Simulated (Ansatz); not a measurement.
A run of Ansatz 0.2.0 is set up as follows.

Contents of input.yaml:

```yaml
crystal:
  lattice:
    - [3.60640121, 0.0, 0.0]
    - [-1.8032006, 3.12323506, 0.0]
    - [0.0, 0.0, 3.57319416]
  atoms:
    - { symbol: Ga, position: [0.33333333, 0.66666667, 0.5] }
    - { symbol: As, position: [0.0, 0.0, 0.0] }
hamiltonian:
  xc: lda
  pseudopotentials: { kind: paw_fr }
magnetization:
  noncollinear: true
  spin_orbit: true
kpoints:
  mp_grid: { grid: [7, 7, 6] }
  band_path:
    path:
      - [[0.0, 0.0, 0.0], [0.5, 0.0, 0.0], [0.3333333333, 0.3333333333, 0.0], [0.0, 0.0, 0.0], [0.0, 0.0, 0.5], [0.5, 0.0, 0.5], [0.3333333333, 0.3333333333, 0.5], [0.0, 0.0, 0.5]]
      - [[0.5, 0.0, 0.5], [0.5, 0.0, 0.0]]
      - [[0.3333333333, 0.3333333333, 0.0], [0.3333333333, 0.3333333333, 0.5]]
    npoints: 14
scf:
  occupations: { method: fermi_dirac, width: 0.05 }
  n_extra_bands: 6
output:
  forces: true
  stress: true
  eigenvalues: true
  fatbands: false
```

Potentials or basis: Ansatz PAW.

Command:

```console
$ ansatz run input.yaml --threads 2 --pin off --max-ram 5632MiB --backend cpu --events-out ev --progress --plain --runs-dir out
```

Question: What does it give for the pressure?

Answer: -5.9 GPa.

Question: What does it give for the band gap on the k mesh?

Answer: None (metal or under the smearing width).

Levels at the corners of the path, in eV from the Fermi level:
```
point  band 25  band 26  band 27  band 28  band 29  band 30  band 31  band 32
    Γ    -1.63    -1.63     0.35     0.35     0.58     0.58     5.11     5.11
    M    -1.53    -1.53     0.50     0.50     0.55     0.55     4.49     4.49
    K    -4.50    -4.43     0.94     0.95     3.98     4.10     4.12     4.31
    Γ    -1.63    -1.63     0.35     0.35     0.58     0.58     5.11     5.11
    A     1.48     1.48     1.77     1.77     4.39     4.39     4.84     4.84
    L    -4.45    -4.45    -3.54    -3.54     0.37     0.37     3.25     3.25
    H    -4.08    -3.99    -3.99    -3.99    -2.25    -2.10    -0.35    -0.27
    A     1.48     1.48     1.77     1.77     4.39     4.39     4.84     4.84
    L    -4.45    -4.45    -3.54    -3.54     0.37     0.37     3.25     3.25
    M    -1.53    -1.53     0.50     0.50     0.55     0.55     4.49     4.49
    K    -4.50    -4.43     0.94     0.95     3.98     4.10     4.12     4.31
    H    -4.08    -3.99    -3.99    -3.99    -2.25    -2.10    -0.35    -0.27
```

Caveat: the PAW data sets come from PBE, with cores solved anew for the run's functional, which leaves a small shift of forces and pressure.
